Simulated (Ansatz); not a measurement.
Crystal: TiTe2.

```
Te Ti
1.0
     3.77700    0.00000    0.00000
    -1.88850    3.27098    0.00000
     0.00000    0.00000    6.49800
Te Ti
2 1
Direct
  0.33333 0.66667 0.73720
  0.66667 0.33333 0.26280
  0.00000 0.00000 0.00000
```

```yaml
Program: Ansatz 0.2.0
Task: relaxation of cell and atoms
Functional: HSE06
Potentials_or_basis: Ansatz PAW
Cutoff: "420 eV (not typed: the program's choice for these potentials)"
k_mesh: 6 × 6 × 4
Occupations: fermi-dirac, width 0.05 eV
Spin: no spin polarisation
```

At the start: volume 26.76 Å³/atom.

Q: How do energy, volume and symmetry change on relaxing?

A: It ends after 7 steps and the volume is 29.10 Å³/atom (+8.7 %); space group P-3m1 (No. 164, to 0.05 Å).

The path:
```
step  energy change (eV)  largest force (eV/Å)  volume (Å³)
   1              0.0000                0.3218        80.28
   2             -0.0248                0.0027        82.68
   3             -0.0338                0.0570        84.41
   4             -0.0384                0.0269        86.35
   5             -0.0386                0.0021        87.20
   6             -0.0386                0.0002        87.29
   7             -0.0404                0.0001        87.29
```

Final structure:
```cif
data_structure
_symmetry_space_group_name_H-M 'P 1'
_symmetry_Int_Tables_number 1
_cell_length_a 3.7760
_cell_length_b 3.7760
_cell_length_c 7.0694
_cell_angle_alpha 90.000
_cell_angle_beta 90.000
_cell_angle_gamma 120.000
_cell_volume 87.29
loop_
_atom_site_label
_atom_site_type_symbol
_atom_site_fract_x
_atom_site_fract_y
_atom_site_fract_z
_atom_site_occupancy
Te1 Te 0.33333 0.66667 0.76066 1
Te2 Te 0.66667 0.33333 0.23934 1
Ti1 Ti 0.00000 0.00000 0.00000 1
```

Caveat: the plane-wave basis is chosen anew once the cell has moved, so the energies of steps on either side of that aren't comparable; this functional lacks dispersion, which binds the layers, so the pressure and a relaxed spacing across them are unreliable; the PAW data sets come from PBE, with cores solved anew for the run's functional, which leaves a small shift of forces and pressure.
